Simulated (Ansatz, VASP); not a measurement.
This is a calculation of Ni for Ansatz 0.2.0. 

Contents of input.yaml:

```yaml
crystal:
  lattice:
    - [0.0, 1.737572933, 1.737572933]
    - [1.737572933, 0.0, 1.737572933]
    - [1.737572933, 1.737572933, 0.0]
  atoms:
    - { symbol: Ni, position: [0.0, 0.0, 0.0], spin: 1.0 }
kpoints:
  mp_grid: { grid: [13, 13, 13] }
scf:
  occupations: { method: gaussian, width: 0.05 }
hamiltonian:
  xc: rpbe
  pseudopotentials: { kind: all_electron, lapw: { basis_error: 0.001 } }
magnetization:
  spin_polarized: true
output:
  forces: true
  stress: true
  eigenvalues: true
```

Potentials or basis: all-electron LAPW, scalar-relativistic.

Run with:

```console
$ ansatz run input.yaml --threads 2 --pin off --max-ram 6144MiB --backend cpu --events-out ev --progress --plain --runs-dir out
```

Question: What does the same run look like in VASP 6.6.1? Potentials or basis there: PBE PAW files Ni, 520 eV.

Answer: As run (cutoffs and basis follow the program's own potentials, and thresholds, step limits or extra output files can differ):

File INCAR:

```
ALGO = Normal
EDIFF = 1E-6
ENCUT = 520
GGA = RP
ISIF = 2
ISMEAR = 0
ISPIN = 2
LASPH = True
LCHARG = False
LMAXMIX = 4
LORBIT = 11
LREAL = False
LWAVE = False
MAGMOM = 1
NBANDS = 15
NELM = 120
PREC = Accurate
SIGMA = 0.05
```

The input KPOINTS:

```
k-points
0
Gamma
  13 13 13
```

POSCAR

```
Ni
2.4573
    0.000000000000      0.707106553127      0.707106553127
    0.707106553127      0.000000000000      0.707106553127
    0.707106553127      0.707106553127      0.000000000000
Ni
1
Direct
    0.0000000000      0.0000000000      0.0000000000
```

Potentials or basis: VASP PAW PBE potentials, release 64 (Ni).

Command:

```bash
$ cat potpaw_PBE.64/Ni/POTCAR > POTCAR
$ mpirun -np 1 vasp_std > vasp.out
```

Both were run:

|  | Ansatz | VASP |
| --- | --- | --- |
| Pressure | 13.8 GPa | 13.9 GPa |
| Net moment | 0.64 μB per cell | 0.62 μB per cell |

VASP's potentials were made for PBE.

Where Ansatz's input types no cutoff or centring, it takes its own default and a Γ-centred mesh.

The magnetic state is the one that the start led to; the real crystal's order can differ.

The cell lies far from this level's equilibrium.

Pressure is positive in compression.
